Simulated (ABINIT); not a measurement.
# C: single point with LDA

Crystal: C.

```
C
1.0
     2.12053   -1.22431   -0.01238
     2.12053    1.22431   -0.01238
    -1.39505    0.00000    3.35823
C
2
Direct
  0.16663 0.16663 0.99989
  0.83337 0.83337 0.00011
```

This is a stacking variant of graphite.

The cell isn't the ideal one: cell relaxed.

```
Program             : ABINIT 10.8.3 (patched build)
Task                : single point
Functional          : LDA
Potentials or basis : PseudoDojo NC SR LDA v0.4.1 standard
Cutoff              : 1116 eV
k mesh              : 10 × 10 × 6
Occupations         : fermi-dirac, width 0.05 eV
Spin                : no spin polarisation
```

* Pressure: -0.2 GPa
* Band gap on the k mesh: 1.19 eV, direct
* All electrons inside the program's atomic spheres: C 4.83 (radii [1.0584] Å)

Levels at points of the mesh, in eV from the valence-band top:
| k point | band 1 | band 2 | band 3 | band 4 | band 5 | band 6 | band 7 | band 8 |
| --- | --- | --- | --- | --- | --- | --- | --- | --- |
| (0.00, 0.00, 0.00) | -19.12 | -6.19 | -2.48 | -2.48 | 4.34 | 9.04 | 9.04 | 11.95 |
| (0.50, 0.00, 0.00) | -13.65 | -12.83 | -5.92 | -1.53 | 2.49 | 8.47 | 12.12 | 12.62 |
| (0.50, 0.50, 0.00) | -13.53 | -12.74 | -5.98 | -2.28 | 1.73 | 8.04 | 13.48 | 15.29 |
| (0.00, 0.00, 0.50) | -18.80 | -8.25 | -2.50 | -2.50 | 8.99 | 8.99 | 10.58 | 12.17 |
| (0.50, 0.00, 0.50) | -13.54 | -12.74 | -5.98 | -2.28 | 1.73 | 8.04 | 13.48 | 15.28 |
| (0.50, 0.50, 0.50) | -13.65 | -12.83 | -5.92 | -1.53 | 2.49 | 8.47 | 12.12 | 12.61 |

It took 7.3 s on 4 MPI ranks on Intel(R) Xeon(R) 6975P-C (Granite Rapids), on a shared host, peak memory 0.28 GiB a rank.

A k mesh can miss the band edges.
